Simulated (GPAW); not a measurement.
HfO2, 12 atoms in the cell. The typed cell holds 12 atoms: a = 5.118 Å, b = 5.186 Å, c = 5.284 Å, α = 90.00°, β = 99.35°, γ = 90.00°.  The cell isn't the ideal one: atoms moved at random, drawn with an rms of 0.05 Å.

* Program: GPAW 26.7.0
* Task: single point
* Functional: PBE
* Potentials or basis: GPAW PAW data sets (gpaw-data 1.2.1)
* Cutoff: 800 eV
* Basis: pw
* k mesh: 5 × 5 × 5
* Occupations: fermi-dirac, width 0.05 eV
* Spin: no spin polarisation
* Ranks: 4
* Maxiter: 150

Potentials or basis: GPAW PAW data sets (gpaw-data 1.2.1), pw.

Run with:

```sh
$ OMP_NUM_THREADS=1 mpirun -n 4 gpaw python run.py
```

Hardware: 4 MPI ranks on Intel(R) Xeon(R) Platinum 8488C (Sapphire Rapids), with other jobs on the host.

**Question.** How long does it take, and how much memory?

**Answer.** Wall time 2.8 min on 4 MPI ranks on Intel(R) Xeon(R) Platinum 8488C (Sapphire Rapids), on a shared host, peak memory 0.46 GiB a rank. Counts: scf iterations 12, plane waves 7130, bands 82, k points 63.
